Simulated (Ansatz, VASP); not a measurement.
## Ge in VASP and in Ansatz

File POSCAR:

```
Ge
1.0
    0.0000000000      2.8289100000      2.8289100000
    2.8289100000      0.0000000000      2.8289100000
    2.8289100000      2.8289100000      0.0000000000
Ge
2
Direct
    0.7500000000      0.7500000000      0.7500000000
    0.5000000000      0.5000000000      0.5000000000
```

INCAR.step1

```
SYSTEM = Ge
  PREC = Accurate
  ENCUT = 600
  EDIFF = 1E-5
  ISMEAR = -1
  SIGMA = 0.05
  LREAL = .False.
  LASPH = .True.
  NELM = 60
  ALGO = Normal
  LWAVE = .True.
  LCHARG = .False.
  GGA = PE
```

Contents of INCAR.step2:

```
SYSTEM = Ge
  PREC = Accurate
  ENCUT = 600
  EDIFF = 1E-7
  ISMEAR = -1
  SIGMA = 0.05
  LREAL = .False.
  LASPH = .True.
  NELM = 60
  ALGO = Normal
  ISIF = 3
  LWAVE = .False.
  LCHARG = .False.
  GGA = PE
  LHFCALC = .True.
  AEXX = 1.0
  ALDAC = 0.0
  AGGAC = 0.0
  PRECFOCK = Normal
  HFRCUT = -1
  IBRION = 2
  NSW = 60
  EDIFFG = -0.01
  ISTART = 1
```

KPOINTS

```
regular mesh
0
Gamma
  4 4 4
  0 0 0
```

Contents of input.yaml:

```yaml
crystal:
  lattice:
    - [0.0, 2.82891, 2.82891]
    - [2.82891, 0.0, 2.82891]
    - [2.82891, 2.82891, 0.0]
  atoms:
    - { symbol: Ge, position: [0.75, 0.75, 0.75] }
    - { symbol: Ge, position: [0.5, 0.5, 0.5] }
hamiltonian:
  xc: hf
  pseudopotentials: { kind: paw }
kpoints:
  mp_grid: { grid: [4, 4, 4] }
scf:
  occupations: { method: fermi_dirac, width: 0.05 }
output:
  forces: true
  stress: true
relax:
  f_tol: 0.01
  max_steps: 40
  cell: { stress_tol: 0.05 }
```

Alike in both runs: task relaxation of cell and atoms; functional HF; k mesh 4 × 4 × 4; occupations fermi-dirac, width 0.05 eV; no spin polarisation.

```csv
,VASP,Ansatz
version,VASP 6.6.1,Ansatz 0.2.0
potentials or method,"VASP PAW PBE potentials, release 64 (Ge_d)",Ansatz PAW
plane-wave cutoff (eV),600,420
valence electrons in the cell,28,28
```

VASP gave:

| Property | Result |
| --- | --- |
| gap on the k mesh at the Fermi level, each at its own relaxed structure (eV) | 6.06 |
| relaxed volume (Å³/atom) | 23.57 |
| relaxed cell length with the largest relative difference (Å) | 4.055 |
| energy change over the relaxation (meV/atom) | -10 |

Problem. What did Ansatz give for the same quantities?

Solution. gap on the k mesh at the Fermi level, each at its own relaxed structure (eV): 6.04; relaxed volume (Å³/atom): 23.65; relaxed cell length with the largest relative difference (Å): 4.059; energy change over the relaxation (meV/atom): -12.

Caveats: the k mesh is coarse (spacing up to 0.48 Å⁻¹), so the values aren't converged, least of all with exact exchange; the PAW data sets were made with another functional, which shifts forces and pressure a little (VASP); the plane-wave basis is chosen anew once the cell has moved, so the energies of steps on either side of that aren't comparable (Ansatz); the PAW data sets come from PBE, with cores solved anew for the run's functional, which leaves a small shift of forces and pressure (Ansatz). A k mesh can miss the band edges. Zero-point motion and thermal expansion aren't in these numbers.
